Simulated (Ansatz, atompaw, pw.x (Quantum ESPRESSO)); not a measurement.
Equation-of-state test of one PAW (atompaw) potential (silicon)

```
Element                 : Si
Generator               : atompaw 4.2.0.5
Type                    : PAW
Functional              : LDA (PW92)
Relativity              : scalar-relativistic
Frozen core             : [Ne]
Valence charge          : 4
Reference configuration : 3s2 3p2
Partial waves           : 3s (bound): rc 2.00 bohr; 3s channel at 1.55 Ry: rc 1.40 bohr; 3p (bound): rc 2.00 bohr; 3p channel at 0.25 Ry: rc 2.00 bohr; 3d channel at 0.05 Ry: rc 2.00 bohr
Local potential         : bessel scheme, radius 1.46 bohr
Core correction         : smooth core density matched at 1.00 bohr
Augmentation charge     : besselshape compensation charge, radius 1.75 bohr; PAW radius 2.00 bohr; waves and projectors: custom rrkj vanderbiltortho
```

Crystal test: diamond Si in pw.x 7.5, no spin, 9³ k-points, Fermi–Dirac smearing 0.01 Ry, cutoffs 40/400 Ry. The reference is all-electron LAPW (Ansatz 0.2.0) with the same functional, mesh and smearing; V0 and B0 come from Birch–Murnaghan fits to the pressures at five volumes. Errors are pseudo minus all-electron; Δ is the rms difference of the E(V) curves that follow from these fits, minima aligned, over ±6 % about the mean V0. Mesh and smearing are coarse, so the numbers serve the comparison and aren't converged zero-temperature values; the lattice is a test structure that the element need not adopt.

| V (Å³/atom) | P all-electron (GPa) | P pseudo (GPa) |
| --- | --- | --- |
| 18.709 | 5.46 | 5.64 |
| 19.202 | 2.53 | 2.69 |
| 19.694 | -0.03 | 0.10 |
| 20.186 | -2.29 | -2.18 |
| 20.679 | -4.26 | -4.17 |

All-electron: a0 = 5.400 Å (V0 = 19.69 Å³/atom), B0 = 96.2 GPa.

Pseudopotential: mean pressure error (GPa): +0.13; a0 (Å): 5.403; a0 error (%): +0.04; B0 error (%): +0.4; Δ (meV/atom): 0.6.

Problem. At the middle volume, how do free energy and pressure move when the wave cutoff is lowered (ecutrho held at 400 Ry)?

Solution.

| cutoff (Ry) | shift of F (meV/atom) | shift of P (GPa) |
| --- | --- | --- |
| 18 | +11.2 | -0.27 |
| 24 | +1.5 | +0.00 |
| 32 | +0.8 | -0.01 |

Input at the middle volume:

```
&control
  calculation='scf', prefix='x', pseudo_dir='./', outdir='./tmp', tstress=.true., disk_io='none'
/
&system
  ibrav=0, nat=2, ntyp=1, ecutwfc=40, ecutrho=400, nbnd=11,
  occupations='smearing', smearing='fd', degauss=0.01
/
&electrons
  conv_thr=1e-09, mixing_beta=0.4, electron_maxstep=70
/
ATOMIC_SPECIES
Si 1.0 Si.UPF
CELL_PARAMETERS angstrom
  0.00000000 2.70050288 2.70050288
  2.70050288 0.00000000 2.70050288
  2.70050288 2.70050288 0.00000000
ATOMIC_POSITIONS crystal
Si 0.0000 0.0000 0.0000
Si 0.2500 0.2500 0.2500
K_POINTS automatic
9 9 9 0 0 0
```

```bash
pw.x < Si.scf.in > Si.scf.out
```

Lines of the output:

```
Message from routine setup:
     using ibrav=0 with symmetry is DISCOURAGED, use correct ibrav instead
     lattice parameter (alat)  =       7.2170  a.u.
     unit-cell volume          =     265.8034 (a.u.)^3
     number of electrons       =         8.00
     number of Kohn-Sham states=           11
     kinetic-energy cutoff     =      40.0000  Ry
     charge density cutoff     =     400.0000  Ry
     scf convergence threshold =      1.0E-09
     Exchange-correlation= SLA PW NOGX NOGC
     number of k points=    35  Fermi-Dirac smearing, width (Ry)=  0.0100
     negative rho (up, down):  3.418E-02 0.000E+00
     iteration #  1     ecut=    40.00 Ry     beta= 0.40
     negative rho (up, down):  3.854E-02 0.000E+00
     total energy              =     -89.29813061 Ry
     estimated scf accuracy    <       0.06144201 Ry
     iteration #  2     ecut=    40.00 Ry     beta= 0.40
     negative rho (up, down):  4.321E-02 0.000E+00
     total energy              =     -89.29328575 Ry
     estimated scf accuracy    <       0.01530992 Ry
     iteration #  3     ecut=    40.00 Ry     beta= 0.40
     negative rho (up, down):  4.364E-02 0.000E+00
     total energy              =     -89.29440393 Ry
     estimated scf accuracy    <       0.00035257 Ry
     iteration #  4     ecut=    40.00 Ry     beta= 0.40
     negative rho (up, down):  4.374E-02 0.000E+00
     total energy              =     -89.29443032 Ry
     estimated scf accuracy    <       0.00000968 Ry
     iteration #  5     ecut=    40.00 Ry     beta= 0.40
     negative rho (up, down):  4.368E-02 0.000E+00
     total energy              =     -89.29443189 Ry
     estimated scf accuracy    <       0.00000067 Ry
     iteration #  6     ecut=    40.00 Ry     beta= 0.40
     negative rho (up, down):  4.368E-02 0.000E+00
     total energy              =     -89.29443193 Ry
     estimated scf accuracy    <       0.00000002 Ry
     iteration #  7     ecut=    40.00 Ry     beta= 0.40
     negative rho (up, down):  4.368E-02 0.000E+00
     the Fermi energy is     6.4701 ev
!    total energy              =     -89.29443194 Ry
     estimated scf accuracy    <          1.7E-11 Ry
     smearing contrib. (-TS)   =      -0.00038254 Ry
     convergence has been achieved in   7 iterations
     negative rho (up, down):  4.368E-02 0.000E+00
          total   stress  (Ry/bohr**3)                   (kbar)     P=        0.96
     Message from routine punch:
     Nothing written, as per user request (disk_io='none')
```

The run at the middle volume (35 k-points, 7 iterations) took about 8.9 s on one core of a shared host (Intel(R) Xeon(R) Platinum 8488C, 192 threads, 1488 GiB, load 85).
